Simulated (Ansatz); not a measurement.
Born–Oppenheimer molecular dynamics of a periodic cell of 16 atoms, TaN (start crystal TaN, start structure P-6m2, volume 1 times the crystal's). It goes on from the last frame of an earlier run, with new velocities.

Method: DFT PBE, scalar-relativistic, plane waves, PAW in Ansatz. Settings: PAW set soft_1, cutoff 420 eV, k mesh 2x2x2, fermi-dirac smearing 0.17 eV, no spin polarisation.

| Property | Result |
| --- | --- |
| ensemble | NVT, Langevin thermostat |
| time step | 1 fs |
| steps asked | 280 |
| set temperature | 1600 K |
| friction | 0.02 /fs |
| temperature schedule | 210 steps to 300 K, then 70 steps to 300 K |
| seed | 401301 |

First frame:

```xyz
16
Lattice="-2.9399 -5.0921 0.0000 4.4099 -2.5461 0.0000 0.0000 0.0000 5.7804" Properties=species:S:1:pos:R:3
Ta 0.144 -5.093 1.356
N 1.552 -4.269 -0.128
Ta -0.065 -5.279 4.297
N 1.444 -4.256 2.743
Ta -1.301 -2.618 1.459
N -0.141 -1.739 -0.043
Ta -1.374 -2.668 4.244
N 0.227 -1.856 2.878
Ta 1.521 -2.618 1.491
N 3.031 -1.897 -0.120
Ta 1.581 -2.644 4.266
N 2.918 -1.678 2.818
Ta 0.226 -0.005 1.365
N -1.403 -4.095 -0.054
Ta 0.020 0.013 4.273
N -1.425 -4.118 2.763
```

(1) What does the run give?

(2) What happens to the structure?

(3) How do temperature and energy run in time?

Answers

(1) All steps were run.

```json
{"steps done": "280", "time covered": "280 fs", "mean temperature over the second half": "667 K", "spread of the potential energy over the second half": "31.2 meV per atom", "mean potential energy of the second half above the start": "-141.6 meV per atom"}
```

The schedule's set-point averaged 409 K over the second half and the system 667 K, so it lags behind the ramp. A run of 0.28 ps of so small a system gives no equilibrium averages. Limits of this set-up: coarse k mesh.

(2) Mean squared displacements from the first frame to the last, about the centre of mass: Ta 0.02 Å², N 0.04 Å². The details hang on the random start.

(3) 
```csv
time (fs),T (K),potential energy less start (eV)
0,1500,0.000
9,1632,-0.805
18,2197,-0.814
27,1539,0.056
36,2214,-0.226
45,1444,0.259
54,989,0.306
63,1210,-0.338
72,1352,-0.553
81,1546,-0.666
90,1955,-1.779
99,1850,-1.740
108,1735,-1.381
117,1053,-1.060
126,1122,-0.835
135,1007,-0.824
144,1091,-1.076
153,1277,-1.712
162,1071,-1.973
171,795,-1.799
180,914,-2.050
189,696,-2.053
198,627,-1.988
207,384,-2.088
216,502,-2.431
225,478,-2.611
234,463,-2.745
243,517,-2.822
252,511,-2.935
261,376,-2.783
270,392,-2.681
279,274,-2.581
```

The run took 20 min on 1 thread of Arm Neoverse V2, on a shared host, peak memory 0.52 GiB.
